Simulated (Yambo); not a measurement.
# PtSe2 (Sudovikovite) (P-3m1) in Yambo: a series of runs

One crystal, PtSe2 (Sudovikovite), is run at these levels: PBE; tasks: optical spectrum.

Everything below comes from runs of Yambo 5.3.0. Logs are shortened: lines on timing, memory, paths and dates and some standing lists are left out, and cuts for length are marked.

## (1) The crystal as given

The structure is trigonal, space group P-3m1 (No. 164). The conventional cell has a = 3.724 Å, b = 3.724 Å, c = 5.062 Å, α = 90.00°, β = 90.00°, γ = 120.00°. Pt (site symmetry -3m) is surrounded by 6 Se at 2.49 Å. Se (site symmetry 3m) has 3 Pt at 2.49 Å as nearest neighbours.

## (2) Optical spectrum, PBE

Contents of optics0.in:

```
optics
chi
Chimod= "HARTREE"
% BndsRnXd
 1 | 50 |
%
NGsBlkXd= 3 Ry
% LongDrXd
 1 | 0 | 0 |
%
% QpntsRXd
 1 | 1 |
%
% EnRngeXd
 0 | 20 | eV
%
% DmRngeXd
 0.1 | 0.1 | eV
%
ETStpsXd= 200
```

Contents of scf.in:

```
&CONTROL
  calculation = 'scf'
  prefix = 'pwscf'
  outdir = './tmp'
  pseudo_dir = './pseudo'
/
&SYSTEM
  ibrav = 0
  nat = 3
  ntyp = 2
  ecutwfc = 86
  nbnd = 34
  occupations = 'smearing'
  smearing = 'fd'
  degauss = 0.00367493
  force_symmorphic = .true.
/
&ELECTRONS
  conv_thr = 6d-10
  electron_maxstep = 120
  mixing_beta = 0.5
/
ATOMIC_SPECIES
Pt   195.0840 Pt.upf
Se    78.9710 Se.upf
CELL_PARAMETERS angstrom
   3.7240000000    0.0000000000    0.0000000000
  -1.8620000000    3.2250786037    0.0000000000
   0.0000000000    0.0000000000    5.0620000000
ATOMIC_POSITIONS crystal
Pt     0.0000000000    0.0000000000    0.0000000000
Se     0.6666666667    0.3333333333    0.7500000000
Se     0.3333333333    0.6666666667    0.2500000000
K_POINTS automatic
12 12 6 0 0 0
```

Contents of nscf.in:

```
&CONTROL
  calculation = 'nscf'
  prefix = 'pwscf'
  outdir = './tmp'
  pseudo_dir = './pseudo'
/
&SYSTEM
  ibrav = 0
  nat = 3
  ntyp = 2
  ecutwfc = 86
  nbnd = 55
  occupations = 'smearing'
  smearing = 'fd'
  degauss = 0.00367493
  force_symmorphic = .true.
/
&ELECTRONS
  conv_thr = 1d-08
  diago_full_acc = .true.
  diago_thr_init = 1d-06
/
ATOMIC_SPECIES
Pt   195.0840 Pt.upf
Se    78.9710 Se.upf
CELL_PARAMETERS angstrom
   3.7240000000    0.0000000000    0.0000000000
  -1.8620000000    3.2250786037    0.0000000000
   0.0000000000    0.0000000000    5.0620000000
ATOMIC_POSITIONS crystal
Pt     0.0000000000    0.0000000000    0.0000000000
Se     0.6666666667    0.3333333333    0.7500000000
Se     0.3333333333    0.6666666667    0.2500000000
K_POINTS automatic
6 6 4 0 0 0
```

Potentials or basis: PseudoDojo 0.4.1 SR PBE standard.

Command:

```console
> OMP_NUM_THREADS=1 pw.x -in scf.in > scf.out
> OMP_NUM_THREADS=1 pw.x -in nscf.in > nscf.out
> cd tmp/pwscf.save; p2y; mv SAVE ../..; cd ../..
> OMP_NUM_THREADS=1 yambo
> OMP_NUM_THREADS=1 yambo -F optics0.in -J optics0 -C optics0_out
```

Yambo's report:

```text
[... sections 02.01 to 02.04 as in the set-up run ...]

  [02.05] Energies & Occupations
  ==============================

  [X] === General ===
  [X] Electronic Temperature                        :  0.258606E-1   300.100    [eV K]
  [X] Bosonic    Temperature                        :  0.258606E-1   300.100    [eV K]
  [X] Finite Temperature mode                       : yes
  [X] El. density                                   :  0.82243E+24 [cm-3]
  [X] Fermi Level                                   :  13.81421 [eV]

  [X] === Gaps and Widths ===
  [X] Conduction Band Min                           :  13.81421 [eV]
  [X] Valence Band Max                              :  13.81421 [eV]
  [X] Filled Bands                                  :  24
  [X] Metallic Bands                                :  25  27
  [X] Empty Bands                                   :   28   55

  [X] === Metallic Characters ===
  [X] N of el / N of met el                         :  50.00000   1.97224
  [X] Average metallic occ.                         :  0.164353

  [WARNING] [X] Metallic system

 [03] Transferred momenta grid and indexing
 ==========================================

 IBZ Q-points                                      :  24
 BZ  Q-points                                      :  144

 K/Q-points units:
 rlu = crystal or reduced units; cc = cartesian coordinates; iku = interal k-units

 Q [ 1]         [rlu]:  0.000000  0.000000  0.000000
 Q [ 2]         [rlu]:  0.000000  0.000000  0.250000
 Q [ 3]         [rlu]:  0.000000  0.000000 -0.500000
 Q [ 4]         [rlu]:  0.76326E-17  0.16667       0.0000
 Q [ 5]         [rlu]:  0.76326E-17  0.16667      0.25000
 Q [ 6]         [rlu]:  0.76326E-17  0.16667     -0.50000
 Q [ 7]         [rlu]:  0.15265E-16  0.33333       0.0000
 Q [ 8]         [rlu]:  0.15265E-16  0.33333      0.25000
 Q [ 9]         [rlu]:  0.15265E-16  0.33333     -0.50000
 Q [10]         [rlu]: -0.22898E-16 -0.50000       0.0000
 Q [11]         [rlu]: -0.22898E-16 -0.50000      0.25000
 Q [12]         [rlu]: -0.22898E-16 -0.50000     -0.50000
 Q [13]         [rlu]:  0.166667  0.166667  0.000000
 Q [14]         [rlu]:  0.166667  0.166667  0.250000
 Q [15]         [rlu]:  0.166667  0.166667 -0.500000
 Q [16]         [rlu]:  0.166667  0.333333  0.000000
 Q [17]         [rlu]:  0.166667  0.333333  0.250000
 Q [18]         [rlu]:  0.166667  0.333333 -0.500000
 Q [19]         [rlu]:  0.333333  0.333333  0.000000
 Q [20]         [rlu]:  0.333333  0.333333  0.250000
 Q [21]         [rlu]:  0.333333  0.333333 -0.500000
 Q [22]         [rlu]:  0.76326E-17  0.16667     -0.25000
 Q [23]         [rlu]:  0.15265E-16  0.33333     -0.25000
 Q [24]         [rlu]: -0.166667  0.500000 -0.250000

 [WARNING] [Xd] User bands 1-50 break level degeneracy

 [04] Dipoles
 ============

  [04.01] Setup: observables and procedures
  =========================================

  [WARNING] [x,Vnl] slows the Dipoles computation. To neglect it rename the ns.kb_pp file
  [WF-Oscillators/G space/Transverse up loader] Normalization (few states)  min/max  :  0.72815E-18   1.0000

  [WR./optics0//ndb.dipoles]------------------------------------------------------
   Brillouin Zone Q/K grids (IBZ/BZ)                :   24  144   24  144
   RL vectors                                       :   6631 [WF]
   Fragmentation                                    : yes
   Electronic Temperature                           :  300.1000 [K]
   Bosonic    Temperature                           :  300.1000 [K]
   DIP band range                                   :    1   50
   DIP band range limits                            :  27  25
   DIP e/h energy range                             : -1.000000 -1.000000 [eV]
   RL vectors in the sum                            :   6631
   [r,Vnl] included                                 : yes
   Bands ordered                                    : yes
   Direct v evaluation                              : no
   Approach used                                    : G-space v
   Dipoles computed                                 : R V P [G-space]
   Wavefunctions                                    : Perdew, Burke & Ernzerhof(X)+Perdew, Burke & Ernzerhof(C)

  [WARNING] [r,Vnl^pseudo] included in position and velocity dipoles.

  [WARNING] In case H contains other non local terms, these are neglected

 [05] Optics
 ===========

 [X-CG] R(p) Tot o/o(of R):   11775   91355     100

 [WARNING] The system is a metal but Drude term not included.
```

o-optics0.eps_q1_inv_rpa_dyson:

```text
# Absorption @ Q(1):   1.00000000      0.00000000      0.00000000    [q->0 direction]
#
# [ X ] Hartree size                              :   41
# [GEN] GF Energies                               : Perdew, Burke & Ernzerhof(X)+Perdew, Burke & Ernzerhof(C)
# [GEN] Green`s Function                          : Retarded
#
# [GEN] Gauge                                     : Length
# [GEN] [r,Vnl] included                          : yes
#
#    E[1] [eV]          Im(eps)            Re(eps)            Im(eps_o)          Re(eps_o)
#
        0.000000          -0.308163E-4        33.15873          -0.46392E-16        35.12698
        0.100503           0.290363           33.29979           0.311405           35.27820
        0.201005           0.604792           33.73391           0.648828           35.74368
        0.301508           0.973110           34.49624           1.044648           36.56147
        0.402010           1.439708           35.65425           1.547171           37.80465
        0.502513           2.080661           37.32514           2.239527           39.60042
[... 192 lines left out ...]
        19.89950           0.622129          -0.082255           0.635450          -0.206248
        20.00000           0.598757          -0.037969           0.622538          -0.175251
#
```

Wall time 5.6 min (1 thread of Arm Neoverse V2, shared host); peak memory 0.59 GiB.

Results:

| Quantity | Value |
| --- | --- |
| Band gap on the k mesh, mean-field level | none (metal or under the smearing width) |

Dielectric function (along the field direction of the input):
```
energy (eV)  real part  imaginary part
       0.30      34.50            0.97
       0.90      56.07           15.16
       1.61      28.34           25.76
       2.31      -3.40           17.41
       3.02      -7.09           12.47
       3.62      -1.47            8.24
       4.32       0.49            8.78
       5.03       0.81            6.03
       5.73       0.68            4.22
       6.33      -1.50            7.16
       7.04      -0.71            7.64
       7.74      -2.57            6.61
       8.44      -2.55            5.08
       9.05      -1.56            2.28
       9.75      -0.28            2.14
      10.45       0.44            3.01
      11.16       0.17            3.38
      11.76       0.22            2.87
      12.46      -1.21            2.24
      13.17      -0.85            2.11
      13.87      -0.62            1.88
      14.47      -0.45            1.60
      15.18      -0.72            1.49
      15.88      -0.27            1.16
      16.58      -0.49            1.32
      17.19      -0.26            1.09
      17.89      -0.55            1.03
      18.59      -0.30            0.73
      19.30      -0.09            0.79
      20.00      -0.04            0.60
```

Caveat: the intraband (Drude) term of the metal is left out; the ground state has no gap, which makes the many-body step unreliable; spectra need much finer meshes, so this one isn't converged; these spectra lack excitons. The run has no spin-orbit coupling, so splittings on Pt are missing.

## (3) Optical spectrum, PBE

Contents of optics1.in:

```
optics
chi
Chimod= "HARTREE"
% BndsRnXd
 1 | 50 |
%
NGsBlkXd= 3 Ry
% LongDrXd
 0 | 1 | 0 |
%
% QpntsRXd
 1 | 1 |
%
% EnRngeXd
 0 | 20 | eV
%
% DmRngeXd
 0.1 | 0.1 | eV
%
ETStpsXd= 200
```

scf.in is that of step 2.

nscf.in is that of step 2.

Potentials or basis: PseudoDojo 0.4.1 SR PBE standard.

Command:

```console
> OMP_NUM_THREADS=1 pw.x -in scf.in > scf.out
> OMP_NUM_THREADS=1 pw.x -in nscf.in > nscf.out
> cd tmp/pwscf.save; p2y; mv SAVE ../..; cd ../..
> OMP_NUM_THREADS=1 yambo
> OMP_NUM_THREADS=1 yambo -F optics1.in -J optics1 -C optics1_out
```

Yambo's report:

```text
[... sections 02.01 to 02.04 as in the set-up run ...]

  [02.05] Energies & Occupations
  ==============================

  [X] === General ===
  [X] Electronic Temperature                        :  0.258606E-1   300.100    [eV K]
  [X] Bosonic    Temperature                        :  0.258606E-1   300.100    [eV K]
  [X] Finite Temperature mode                       : yes
  [X] El. density                                   :  0.82243E+24 [cm-3]
  [X] Fermi Level                                   :  13.81421 [eV]

  [X] === Gaps and Widths ===
  [X] Conduction Band Min                           :  13.81421 [eV]
  [X] Valence Band Max                              :  13.81421 [eV]
  [X] Filled Bands                                  :  24
  [X] Metallic Bands                                :  25  27
  [X] Empty Bands                                   :   28   55

  [X] === Metallic Characters ===
  [X] N of el / N of met el                         :  50.00000   1.97224
  [X] Average metallic occ.                         :  0.164353

  [WARNING] [X] Metallic system

 [03] Transferred momenta grid and indexing
 ==========================================

 IBZ Q-points                                      :  24
 BZ  Q-points                                      :  144

 K/Q-points units:
 rlu = crystal or reduced units; cc = cartesian coordinates; iku = interal k-units

 Q [ 1]         [rlu]:  0.000000  0.000000  0.000000
 Q [ 2]         [rlu]:  0.000000  0.000000  0.250000
 Q [ 3]         [rlu]:  0.000000  0.000000 -0.500000
 Q [ 4]         [rlu]:  0.76326E-17  0.16667       0.0000
 Q [ 5]         [rlu]:  0.76326E-17  0.16667      0.25000
 Q [ 6]         [rlu]:  0.76326E-17  0.16667     -0.50000
 Q [ 7]         [rlu]:  0.15265E-16  0.33333       0.0000
 Q [ 8]         [rlu]:  0.15265E-16  0.33333      0.25000
 Q [ 9]         [rlu]:  0.15265E-16  0.33333     -0.50000
 Q [10]         [rlu]: -0.22898E-16 -0.50000       0.0000
 Q [11]         [rlu]: -0.22898E-16 -0.50000      0.25000
 Q [12]         [rlu]: -0.22898E-16 -0.50000     -0.50000
 Q [13]         [rlu]:  0.166667  0.166667  0.000000
 Q [14]         [rlu]:  0.166667  0.166667  0.250000
 Q [15]         [rlu]:  0.166667  0.166667 -0.500000
 Q [16]         [rlu]:  0.166667  0.333333  0.000000
 Q [17]         [rlu]:  0.166667  0.333333  0.250000
 Q [18]         [rlu]:  0.166667  0.333333 -0.500000
 Q [19]         [rlu]:  0.333333  0.333333  0.000000
 Q [20]         [rlu]:  0.333333  0.333333  0.250000
 Q [21]         [rlu]:  0.333333  0.333333 -0.500000
 Q [22]         [rlu]:  0.76326E-17  0.16667     -0.25000
 Q [23]         [rlu]:  0.15265E-16  0.33333     -0.25000
 Q [24]         [rlu]: -0.166667  0.500000 -0.250000

 [WARNING] [Xd] User bands 1-50 break level degeneracy

 [04] Dipoles
 ============

  [04.01] Setup: observables and procedures
  =========================================

  [WARNING] [x,Vnl] slows the Dipoles computation. To neglect it rename the ns.kb_pp file
  [WF-Oscillators/G space/Transverse up loader] Normalization (few states)  min/max  :  0.72815E-18   1.0000

  [WR./optics1//ndb.dipoles]------------------------------------------------------
   Brillouin Zone Q/K grids (IBZ/BZ)                :   24  144   24  144
   RL vectors                                       :   6631 [WF]
   Fragmentation                                    : yes
   Electronic Temperature                           :  300.1000 [K]
   Bosonic    Temperature                           :  300.1000 [K]
   DIP band range                                   :    1   50
   DIP band range limits                            :  27  25
   DIP e/h energy range                             : -1.000000 -1.000000 [eV]
   RL vectors in the sum                            :   6631
   [r,Vnl] included                                 : yes
   Bands ordered                                    : yes
   Direct v evaluation                              : no
   Approach used                                    : G-space v
   Dipoles computed                                 : R V P [G-space]
   Wavefunctions                                    : Perdew, Burke & Ernzerhof(X)+Perdew, Burke & Ernzerhof(C)

  [WARNING] [r,Vnl^pseudo] included in position and velocity dipoles.

  [WARNING] In case H contains other non local terms, these are neglected

 [05] Optics
 ===========

 [X-CG] R(p) Tot o/o(of R):   11775   91355     100

 [WARNING] The system is a metal but Drude term not included.
```

Wall time 5.6 min (1 thread of Arm Neoverse V2, shared host); peak memory 0.59 GiB.

What came out:

* Band gap on the k mesh, mean-field level: none (metal or under the smearing width)

Dielectric function (along the field direction of the input):
| energy (eV) | real part | imaginary part |
| --- | --- | --- |
| 0.30 | 34.50 | 0.97 |
| 0.90 | 56.07 | 15.16 |
| 1.61 | 28.34 | 25.76 |
| 2.31 | -3.40 | 17.41 |
| 3.02 | -7.09 | 12.47 |
| 3.62 | -1.47 | 8.24 |
| 4.32 | 0.49 | 8.78 |
| 5.03 | 0.81 | 6.03 |
| 5.73 | 0.68 | 4.22 |
| 6.33 | -1.50 | 7.16 |
| 7.04 | -0.71 | 7.64 |
| 7.74 | -2.57 | 6.61 |
| 8.44 | -2.55 | 5.08 |
| 9.05 | -1.56 | 2.28 |
| 9.75 | -0.28 | 2.14 |
| 10.45 | 0.44 | 3.01 |
| 11.16 | 0.17 | 3.38 |
| 11.76 | 0.22 | 2.87 |
| 12.46 | -1.21 | 2.24 |
| 13.17 | -0.85 | 2.11 |
| 13.87 | -0.62 | 1.88 |
| 14.47 | -0.45 | 1.60 |
| 15.18 | -0.72 | 1.49 |
| 15.88 | -0.27 | 1.16 |
| 16.58 | -0.49 | 1.32 |
| 17.19 | -0.26 | 1.09 |
| 17.89 | -0.55 | 1.03 |
| 18.59 | -0.30 | 0.73 |
| 19.30 | -0.09 | 0.79 |
| 20.00 | -0.04 | 0.60 |

Caveat: the intraband (Drude) term of the metal is left out; the ground state has no gap, which makes the many-body step unreliable; spectra need much finer meshes, so this one isn't converged; these spectra lack excitons.

## (4) Optical spectrum, PBE

Contents of optics2.in:

```
optics
chi
Chimod= "HARTREE"
% BndsRnXd
 1 | 50 |
%
NGsBlkXd= 3 Ry
% LongDrXd
 0 | 0 | 1 |
%
% QpntsRXd
 1 | 1 |
%
% EnRngeXd
 0 | 20 | eV
%
% DmRngeXd
 0.1 | 0.1 | eV
%
ETStpsXd= 200
```

scf.in is that of step 3.

nscf.in is that of step 3.

Potentials or basis: PseudoDojo 0.4.1 SR PBE standard.

Command:

```console
> OMP_NUM_THREADS=1 pw.x -in scf.in > scf.out
> OMP_NUM_THREADS=1 pw.x -in nscf.in > nscf.out
> cd tmp/pwscf.save; p2y; mv SAVE ../..; cd ../..
> OMP_NUM_THREADS=1 yambo
> OMP_NUM_THREADS=1 yambo -F optics2.in -J optics2 -C optics2_out
```

Yambo's report:

```text
[... sections 02.01 to 02.04 as in the set-up run ...]

  [02.05] Energies & Occupations
  ==============================

  [X] === General ===
  [X] Electronic Temperature                        :  0.258606E-1   300.100    [eV K]
  [X] Bosonic    Temperature                        :  0.258606E-1   300.100    [eV K]
  [X] Finite Temperature mode                       : yes
  [X] El. density                                   :  0.82243E+24 [cm-3]
  [X] Fermi Level                                   :  13.81421 [eV]

  [X] === Gaps and Widths ===
  [X] Conduction Band Min                           :  13.81421 [eV]
  [X] Valence Band Max                              :  13.81421 [eV]
  [X] Filled Bands                                  :  24
  [X] Metallic Bands                                :  25  27
  [X] Empty Bands                                   :   28   55

  [X] === Metallic Characters ===
  [X] N of el / N of met el                         :  50.00000   1.97224
[... 35 lines left out ...]
 Q [23]         [rlu]:  0.15265E-16  0.33333     -0.25000
 Q [24]         [rlu]: -0.166667  0.500000 -0.250000

 [WARNING] [Xd] User bands 1-50 break level degeneracy

 [04] Dipoles
 ============

  [04.01] Setup: observables and procedures
  =========================================

  [WARNING] [x,Vnl] slows the Dipoles computation. To neglect it rename the ns.kb_pp file
  [WF-Oscillators/G space/Transverse up loader] Normalization (few states)  min/max  :  0.72815E-18   1.0000

  [WR./optics2//ndb.dipoles]------------------------------------------------------
   Brillouin Zone Q/K grids (IBZ/BZ)                :   24  144   24  144
   RL vectors                                       :   6631 [WF]
   Fragmentation                                    : yes
   Electronic Temperature                           :  300.1000 [K]
   Bosonic    Temperature                           :  300.1000 [K]
   DIP band range                                   :    1   50
   DIP band range limits                            :  27  25
   DIP e/h energy range                             : -1.000000 -1.000000 [eV]
   RL vectors in the sum                            :   6631
   [r,Vnl] included                                 : yes
   Bands ordered                                    : yes
   Direct v evaluation                              : no
   Approach used                                    : G-space v
   Dipoles computed                                 : R V P [G-space]
   Wavefunctions                                    : Perdew, Burke & Ernzerhof(X)+Perdew, Burke & Ernzerhof(C)

  [WARNING] [r,Vnl^pseudo] included in position and velocity dipoles.

  [WARNING] In case H contains other non local terms, these are neglected

 [05] Optics
 ===========

 [X-CG] R(p) Tot o/o(of R):   11775   91355     100

 [WARNING] The system is a metal but Drude term not included.
```

It took 5.6 min on 1 thread of Arm Neoverse V2, shared host; peak memory 0.59 GiB.

Results:

| Quantity | Value |
| --- | --- |
| Band gap on the k mesh, mean-field level | none (metal or under the smearing width) |

Dielectric function (along the field direction of the input):
```
energy (eV)  real part  imaginary part
       0.30      21.26            0.76
       0.90      21.13           19.75
       1.61      12.04            7.60
       2.31       5.08            6.10
       3.02       0.29           16.86
       3.62      -2.12            3.33
       4.32       2.29            3.27
       5.03       0.74            6.58
       5.73       1.45            3.25
       6.33      -0.37            5.63
       7.04       0.47            3.54
       7.74       0.72            4.20
       8.44       2.14            2.42
       9.05       0.58            3.69
       9.75       0.84            3.85
      10.45       1.31            2.69
      11.16       0.38            5.15
      11.76       0.37            2.60
      12.46       0.03            2.33
      13.17       0.08            2.60
      13.87       0.13            2.09
      14.47      -0.42            2.16
      15.18       0.19            1.34
      15.88      -0.07            1.30
      16.58       0.17            2.02
      17.19      -0.57            1.25
      17.89      -0.16            0.89
      18.59      -0.10            1.11
      19.30       0.08            0.90
      20.00       0.04            0.94
```

Caveat: the intraband (Drude) term of the metal is left out; the ground state has no gap, which makes the many-body step unreliable; spectra need much finer meshes, so this one isn't converged; these spectra lack excitons. The run has no spin-orbit coupling, so splittings on Pt are missing.

[end of part 1 of 2]
